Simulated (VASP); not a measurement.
# Al2O3 (R-3c) in VASP: relaxation of cell and atoms with r2SCAN+rVV10

Aim: the relaxation of cell and atoms of Al2O3 with r2SCAN+rVV10.

All numbers are computed with VASP 6.6.1; they aren't measurements. Logs are shortened: lines on timing, memory, paths and dates and some standing lists are left out, and cuts for length are marked.

**1. The structure**

The structure is trigonal, space group R-3c (No. 167). The conventional cell has a = 4.749 Å, b = 4.749 Å, c = 12.954 Å, α = 90.00°, β = 90.00°, γ = 120.00°. Al (site symmetry 3) has 6 O at 1.85 to 1.96 Å as nearest neighbours. Around O (site symmetry 2) lie 4 Al at 1.85 to 1.96 Å.

**2. Relaxation of cell and atoms, r2SCAN+rVV10**

The input, INCAR:

```
PREC     = Accurate       # precision mode
ENCUT    = 600            # plane-wave cutoff, eV
EDIFF    = 1E-7           # SCF threshold, eV
ISMEAR   = 0              # smearing method
SIGMA    = 0.03           # smearing width, eV
LREAL    = False          # projectors in reciprocal space
LASPH    = True           # aspherical terms in the spheres
NELM     = 80             # most SCF steps
ALGO     = Normal         # electronic algorithm
ISIF     = 3              # what is computed and relaxed
LWAVE    = False          # write WAVECAR
LCHARG   = False          # write CHGCAR
METAGGA  = R2SCAN         # meta-GGA
LMIXTAU  = True         
LUSE_VDW = True         
IVDW_NL  = 2            
BPARAM   = 11.95        
CPARAM   = 0.0093       
IBRION   = 2              # ionic algorithm
NSW      = 90             # ionic steps
EDIFFG   = -0.005         # ionic threshold
LUSENCCL = False
```

The input, KPOINTS:

```
regular mesh
0
Gamma
  9 9 7
```

The input, POSCAR:

```
Al2O3                                   
1.0
    2.3742887602      1.3707962566      4.3180267746
   -2.3742887602      1.3707962566      4.3180267746
   -0.0000000000     -2.7415925132      4.3180267746
  Al              O             
     4     6
Direct
     0.3519002867240276    0.3519002867240276    0.3519002867240276
     0.1480997132759725    0.1480997132759725    0.1480997132759725
     0.6480997132759725    0.6480997132759725    0.6480997132759725
     0.8519002867240275    0.8519002867240275    0.8519002867240275
     0.5562634710362014    0.9437365289637986    0.2500000000000000
     0.2500000000000019    0.5562634710362033    0.9437365289637948
     0.9437365289637967    0.2499999999999981    0.5562634710362052
     0.4437365289637986    0.0562634710362014    0.7500000000000000
     0.7499999999999981    0.4437365289637967    0.0562634710362052
     0.0562634710362033    0.7500000000000019    0.4437365289637947
```

Potentials or basis: VASP PAW PBE potentials, release 64 (Al, O).

On the command line:

```bash
$ cat potpaw_PBE.64/Al/POTCAR potpaw_PBE.64/O/POTCAR > POTCAR
$ mpirun -np 1 vasp_std > vasp.out
```

OUTCAR:

```text
PREC = Accurate
   ENCUT = 600
   EDIFF = 1E-7
   ISMEAR = 0
   LREAL = False
   LASPH = True
   NELM = 80
   ISIF = 3
   METAGGA = R2SCAN
   IVDW_NL = 2
   BPARAM = 11.95
   IBRION = 2
   NSW = 90
   EDIFFG = -0.005

 ion  position               nearest neighbor table
   1  0.352  0.352  0.352-  10 1.85   8 1.85   9 1.85   5 1.96   7 1.96   6 1.96   2 2.64   3 2.78
                             3 2.78   3 2.78   2 3.21   2 3.21   2 3.21
   2  0.148  0.148  0.148-   9 1.85   8 1.85  10 1.85   5 1.96   7 1.96   6 1.96   1 2.64   4 2.78
                             4 2.78   4 2.78   1 3.21   1 3.21   1 3.21
   3  0.648  0.648  0.648-   7 1.85   5 1.85   6 1.85   8 1.96   9 1.96  10 1.96   4 2.64   1 2.78
                             1 2.78   1 2.78   4 3.21   4 3.21   4 3.21
   4  0.852  0.852  0.852-   6 1.85   5 1.85   7 1.85   8 1.96   9 1.96  10 1.96   3 2.64   2 2.78
                             2 2.78   2 2.78   3 3.21   3 3.21   3 3.21
   5  0.556  0.944  0.250-   3 1.85   4 1.85   1 1.96   2 1.96
   6  0.250  0.556  0.944-   4 1.85   3 1.85   1 1.96   2 1.96
   7  0.944  0.250  0.556-   3 1.85   4 1.85   1 1.96   2 1.96
   8  0.444  0.056  0.750-   1 1.85   2 1.85   3 1.96   4 1.96
   9  0.750  0.444  0.056-   2 1.85   1 1.85   3 1.96   4 1.96
  10  0.056  0.750  0.444-   1 1.85   2 1.85   3 1.96   4 1.96

  LATTYP: Found a trigonal (rhomboedric) cell.
 ALAT       =     5.1148494328
 COS(alpha) =     0.5690455575

  Lattice vectors:

 A1 = (   2.3742887602,   1.3707962566,   4.3180267746)
 A2 = (  -2.3742887602,   1.3707962566,   4.3180267746)
 A3 = (  -0.0000000000,  -2.7415925132,   4.3180267746)

Analysis of symmetry for initial positions (statically):
=====================================================================
 Subroutine PRICEL returns:
 Original cell was already a primitive cell.

 Routine SETGRP: Setting up the symmetry group for a
 trigonal (rhombohedral) supercell.

 Subroutine GETGRP returns: Found 12 space group operations
 (whereof  6 operations were pure point group operations)
 out of a pool of 12 trial point group operations.

The static configuration has the point symmetry S_6 .
 The point group associated with its full space group is D_3d.

Analysis of symmetry for dynamics (positions and initial velocities):
=====================================================================
 Subroutine PRICEL returns:
 Original cell was already a primitive cell.

 Routine SETGRP: Setting up the symmetry group for a
 trigonal (rhombohedral) supercell.

 Subroutine GETGRP returns: Found 12 space group operations
 (whereof  6 operations were pure point group operations)
 out of a pool of 12 trial point group operations.

The dynamic configuration has the point symmetry S_6 .
 The point group associated with its full space group is D_3d.

 Subroutine INISYM returns: Found 12 space group operations
 (whereof  6 operations are pure point group operations),
 and found     1 'primitive' translations

----------------------------------------------------------------------------------------

                                     Primitive cell

  volume of cell :      84.3224

  direct lattice vectors                    reciprocal lattice vectors
     2.374288760  1.370796257  4.318026775     0.210589381  0.121583836  0.077195754
    -2.374288760  1.370796257  4.318026775    -0.210589381  0.121583836  0.077195754
    -0.000000000 -2.741592513  4.318026775     0.000000000 -0.243167671  0.077195754

  length of vectors
     5.114849433  5.114849433  5.114849434     0.255126833  0.255126833  0.255126833

  position of ions in fractional coordinates (direct lattice)
     0.351900287  0.351900287  0.351900287
     0.148099713  0.148099713  0.148099713
     0.648099713  0.648099713  0.648099713
     0.851900287  0.851900287  0.851900287
     0.556263471  0.943736529  0.250000000
     0.250000000  0.556263471  0.943736529
     0.943736529  0.250000000  0.556263471
     0.443736529  0.056263471  0.750000000
     0.750000000  0.443736529  0.056263471
     0.056263471  0.750000000  0.443736529

  ion indices of the primitive-cell ions
   primitive index   ion index
                 1           1
                 2           2
[... 116 lines left out ...]
   EFERMI =   0.00;   METHOD = LEGACY
   ISMEAR =     0;   SIGMA  =   0.03  broadening in eV -4-tet -1-fermi 0-gaus
   EFERMI_NEDOS =   21; number of points for ismear=-14 and -15
   IALGO  =     38    algorithm
   IMIX   =      4    mixing-type and parameters
     AMIX     =   0.40;   BMIX     =  1.00
     AMIX_MAG =   1.60;   BMIX_MAG =  1.00
  volume/ion in A,a.u.               =       8.43        56.90
  Fermi-wavevector in a.u.,A,eV,Ry     =   1.356774  2.563931 25.046096  1.840836
  Thomas-Fermi vector in A             =   2.483749
   LORBIT       =      0    0 simple, 1 ext, 2 COOP (PROOUT), +10 PAW based schemes
   METAGGA = R2SCAN    functional components
   LHFCALC =     F    Hartree Fock is set to
   AEXX    =    0.0000 exact exchange contribution
   IVDW_NL    =     2    kernel type
   BPARAM     =11.9500
   IVDW    =     0    specifies the selected vdW correction
   LEPSILON=     F    determine dielectric tensor
   LRPA    =     F    only Hartree local field effects (RPA)
 conjugate gradient relaxation of ions
 non-spin polarized calculation
 Gauss-broadening in eV      SIGMA  =   0.03
  energy-cutoff  :      600.00
  volume of cell :       84.32
 maximum number of plane-waves:      2849
 NGX is ok and might be reduce to    42
   NGX = 21   NGY = 21   NGZ = 21

--------------------------------------- Ionic step        1  -------------------------------------------

 number of electron      48.0000002 magnetization

 Free energy of the ion-electron system (eV)
  ---------------------------------------------------
  ext. energy  EPLUGINS =         0.00000000
  ---------------------------------------------------
  free energy    TOTEN  =       -95.09000053 eV

  energy without entropy =      -95.09000053  energy(sigma->0) =      -95.09000053

------------------------ aborting loop because EDIFF is reached ----------------------------------------

  FORCE on cell =-STRESS in cart. coord.  units (eV):
  Direction    XX          YY          ZZ          XY          YZ          ZX
  --------------------------------------------------------------------------------------
  -------------------------------------------------------------------------------------
  Total       -0.0232948     -0.0232948      0.0472369     -0.0000000      0.0000000     -0.0000000
  in kB       -0.4426148     -0.4426148      0.8975291     -0.0000000      0.0000000     -0.0000000
  external PRESSURE =       0.0040998 kB  Pullay stress =       0.0000000 kB

 VOLUME and BASIS-vectors are now :
 -----------------------------------------------------------------------------
  energy-cutoff  :      600.00
  volume of cell :       84.32
      direct lattice vectors                 reciprocal lattice vectors
     2.374288760  1.370796257  4.318026775     0.210589381  0.121583836  0.077195754
    -2.374288760  1.370796257  4.318026775    -0.210589381  0.121583836  0.077195754
    -0.000000000 -2.741592513  4.318026775     0.000000000 -0.243167671  0.077195754

 POSITION                                       TOTAL-FORCE (eV/Angst)
 -----------------------------------------------------------------------------------
      0.00000      0.00000      4.55854        -0.000000     -0.000000     -0.000215
      0.00000      0.00000      1.91850        -0.000000     -0.000000      0.000215
      0.00000      0.00000      8.39554        -0.000000     -0.000000      0.000215
      0.00000      0.00000     11.03558        -0.000000     -0.000000     -0.000215
     -0.91997      1.37080      7.55655         0.005241     -0.000000     -0.000000
     -0.72716     -1.48212      7.55655        -0.002621      0.004539     -0.000000
      1.64713      0.11132      7.55655        -0.002621     -0.004539     -0.000000
      0.91997     -1.37080      5.39753        -0.005241     -0.000000     -0.000000
      0.72716      1.48212      5.39753         0.002621     -0.004539     -0.000000
     -1.64713     -0.11132      5.39753         0.002621      0.004539     -0.000000
 -----------------------------------------------------------------------------------
    total drift:                                0.000000      0.000000     -0.000000

  FREE ENERGIE OF THE ION-ELECTRON SYSTEM (eV)
  ---------------------------------------------------
  free  energy   TOTEN  =       -95.0900005335 eV

  energy  without entropy=      -95.0900005335  energy(sigma->0) =      -95.09000053

--------------------------------------- Ionic step        2  -------------------------------------------

 number of electron      48.0000002 magnetization

 Free energy of the ion-electron system (eV)
  ---------------------------------------------------
  ext. energy  EPLUGINS =         0.00000000
  ---------------------------------------------------
  free energy    TOTEN  =       -95.09000926 eV

  energy without entropy =      -95.09000926  energy(sigma->0) =      -95.09000926

 E-fermi :   5.9385     XC(G=0): -12.3153

 val. band max:        5.8172001222   @ k =   0.0000   0.0000   0.0000
 cond. band min:      13.0192797124   @ k =   0.0000   0.0000   0.0000
 fundamental gap:      7.2020795902
 Fermi energy:         5.9384654665

 k-point     1 :       0.0000    0.0000    0.0000
  band No.  band energies     occupation
      1     -14.4552      2.00000
      2     -12.1264      2.00000
      3     -11.8484      2.00000
      4     -11.8484      2.00000
      5     -11.5358      2.00000
      6     -11.5358      2.00000
[... 781 lines left out ...]
     29      18.0568      0.00000
     30      18.1221      0.00000

 [... further k-points ...]

------------------------ aborting loop because EDIFF is reached ----------------------------------------

  FORCE on cell =-STRESS in cart. coord.  units (eV):
  Direction    XX          YY          ZZ          XY          YZ          ZX
  --------------------------------------------------------------------------------------
  -------------------------------------------------------------------------------------
  Total        0.0030319      0.0030319      0.0000222      0.0000000     -0.0000000      0.0000000
  in kB        0.0576085      0.0576085      0.0004216      0.0000000     -0.0000000      0.0000000
  external PRESSURE =       0.0385462 kB  Pullay stress =       0.0000000 kB

 VOLUME and BASIS-vectors are now :
 -----------------------------------------------------------------------------
  energy-cutoff  :      600.00
  volume of cell :       84.32
      direct lattice vectors                 reciprocal lattice vectors
     2.374021937  1.370642206  4.319010780     0.210613050  0.121597501  0.077178167
    -2.374021937  1.370642206  4.319010780    -0.210613050  0.121597501  0.077178167
     0.000000000 -2.741284413  4.319010780     0.000000000 -0.243195001  0.077178167

 POSITION                                       TOTAL-FORCE (eV/Angst)
 -----------------------------------------------------------------------------------
      0.00000      0.00000      4.55957        -0.000000      0.000000     -0.003600
      0.00000      0.00000      1.91894        -0.000000      0.000000      0.003600
      0.00000      0.00000      8.39746        -0.000000      0.000000      0.003600
      0.00000      0.00000     11.03809        -0.000000      0.000000     -0.003600
     -0.91962      1.37064      7.55827        -0.000275      0.000000      0.000000
     -0.72720     -1.48173      7.55827         0.000137     -0.000238      0.000000
      1.64682      0.11109      7.55827         0.000137      0.000238      0.000000
      0.91962     -1.37064      5.39876         0.000275      0.000000      0.000000
      0.72720      1.48173      5.39876        -0.000137      0.000238      0.000000
     -1.64682     -0.11109      5.39876        -0.000137     -0.000238      0.000000
 -----------------------------------------------------------------------------------
    total drift:                                0.000000     -0.000000     -0.000000

  FREE ENERGIE OF THE ION-ELECTRON SYSTEM (eV)
  ---------------------------------------------------
  free  energy   TOTEN  =       -95.0900092565 eV

  energy  without entropy=      -95.0900092565  energy(sigma->0) =      -95.09000926

 reached required accuracy - stopping structural energy minimisation
```

Run time: 19 min. Hardware: 1 × NVIDIA H100 80GB with 1 thread of AMD EPYC 7R13 (Zen 3), shared host; peak memory 1.6 GiB.

What came out:

```
Free energy                  : -95.0900 eV
Energy gained by relaxing    : 0.0 meV/atom
Ionic steps                  : 2
Pressure after relaxing      : 0.0 GPa
Largest force after relaxing : 0.004 eV/Å
Band gap on the k mesh       : 7.20 eV, direct
```

Forces in eV/Å, atoms in the order of the input:
```
Al   0.000  0.000 -0.004
Al   0.000  0.000  0.004
Al   0.000  0.000  0.004
Al   0.000  0.000 -0.004
O    0.000  0.000  0.000
O    0.000  0.000  0.000
O    0.000  0.000  0.000
O    0.000  0.000  0.000
O    0.000  0.000  0.000
O    0.000  0.000  0.000
```

Final structure:
```xyz
10
Lattice="2.3740 1.3706 4.3190 -2.3740 1.3706 4.3190 0.0000 -2.7413 4.3190" Properties=species:S:1:pos:R:3 pbc="T T T"
Al    0.0000    0.0000    4.5596
Al    0.0000    0.0000    1.9189
Al    0.0000    0.0000    8.3975
Al    0.0000    0.0000   11.0381
O    -0.9196    1.3706    7.5583
O    -0.7272   -1.4817    7.5583
O     1.6468    0.1111    7.5583
O     0.9196   -1.3706    5.3988
O     0.7272    1.4817    5.3988
O    -1.6468   -0.1111    5.3988
```

Levels at points of the mesh, in eV from the valence-band top:
| k point | band 21 | band 22 | band 23 | band 24 | band 25 | band 26 | band 27 | band 28 |
| --- | --- | --- | --- | --- | --- | --- | --- | --- |
| (0.00, 0.00, 0.00) | -0.54 | -0.05 | -0.05 | 0.00 | 7.20 | 10.12 | 12.03 | 12.63 |

Caveat: the PAW data sets were made with another functional, which shifts forces and pressure a little; an odd mesh through Γ misses points on the zone boundary, where band edges often lie. r2SCAN opens gaps a little over a GGA but as a rule still falls short of measured ones.
